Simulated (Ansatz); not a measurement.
The system is MnO2.

```
CELL_PARAMETERS angstrom
2.85658 0.00000 0.00000
-1.42829 2.47387 0.00000
0.00000 0.00000 4.60137
ATOMIC_POSITIONS crystal
Mn 0.00000 0.00000 0.50000
O 0.33333 0.66667 0.70629
O 0.66667 0.33333 0.29371
```

Measurements of this composition are mostly on another form, of space group No. 136.

Base run:

- Program: Ansatz 0.2.0
- Functional: PBEsol
- Potentials or basis: all-electron LAPW, scalar-relativistic
- Cutoff: 452 eV
- Density cutoff: 1807 eV
- Basis error allowed: 0.001 eV/atom
- k mesh: 11 × 11 × 6
- Occupations: fermi-dirac, width 0.05 eV
- Spin: collinear spin, ferromagnetic start
- Starting moments: [4.0, 0.0, 0.0] μB

Its results: band gap on the k mesh 0.75 eV, indirect (least direct gap 0.80 eV); pressure -2.1 GPa; net moment 3.00 μB per cell; site moments Mn +2.72; O +0.05 μB; largest force 0.161 eV/Å.

Task: The run is repeated on the same cell with these changes: functional from PBEsol to LDA; basis error allowed from 0.001 eV/atom to 0.002 eV/atom. What comes out?

Result: Band gap on the k mesh 0.45 eV, indirect (least direct gap 0.49 eV); pressure -8.6 GPa; net moment 3.00 μB per cell; site moments Mn +2.70; O +0.06 μB; largest force 0.531 eV/Å.

Caveats: a cell with one magnetic atom can't hold antiferromagnetic order, which such compounds often take; an odd mesh through Γ misses points on the zone boundary, where band edges often lie (some runs).

Not every run made on this cell is shown here.
